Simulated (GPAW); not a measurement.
Crystal: CoO.

```
CELL_PARAMETERS angstrom
-1.50800 1.50800 2.10725
1.50800 -1.50800 2.10725
1.50800 1.50800 -2.10725
ATOMIC_POSITIONS crystal
Co 0.00000 0.00000 0.00000
O 0.50000 0.50000 0.00000
```

```yaml
Program: GPAW 26.7.0
Task: relaxation of cell and atoms
Functional: PBEsol
Dispersion: D4
Potentials_or_basis: PAW data sets generated in the run's folder for this functional
Cutoff: 800 eV
Basis: pw
k_mesh: 9 × 9 × 9
Occupations: fermi-dirac, width 0.05 eV
Spin: collinear spin, ferromagnetic start
Starting_moments: "[2.0, 0.0] μB"
```

At the start: pressure -10.4 GPa; volume 9.58 Å³/atom.

**Question.** How do energy, volume and symmetry change on relaxing?

**Answer.** Over 6 steps the energy falls by 19.1 meV/atom and the volume is 9.01 Å³/atom (-6.0 %); space group Fm-3m (No. 225, to 0.05 Å); moment 2.74 μB per cell.

The path:
```
step  energy change (eV)  largest force (eV/Å)  pressure (GPa)  volume (Å³)
   1              0.0000                0.0000          -10.37        19.17
   2             -0.0142                0.0000           -8.37        18.92
   3             -0.0374                0.0000            0.96        17.95
   4             -0.0378                0.0000           -0.10        18.04
   5             -0.0379                0.0000           -0.06        18.04
   6             -0.0383                0.0000            0.19        18.01
```

Final structure:
```
Co O
1.0
    -1.47142    1.47130    2.07998
     1.47130   -1.47142    2.07998
     1.47139    1.47139   -2.08006
Co O
1 1
Direct
  0.00000 0.00000 0.00000
  0.50000 0.50000 0.00000
```

Caveat: each step starts from the last one's moments, so a moment once lost doesn't come back; later steps reuse the first step's grids; a cell with one magnetic atom can't hold antiferromagnetic order, which such compounds often take; pairwise dispersion overbinds metals, which lowers pressure and volume.
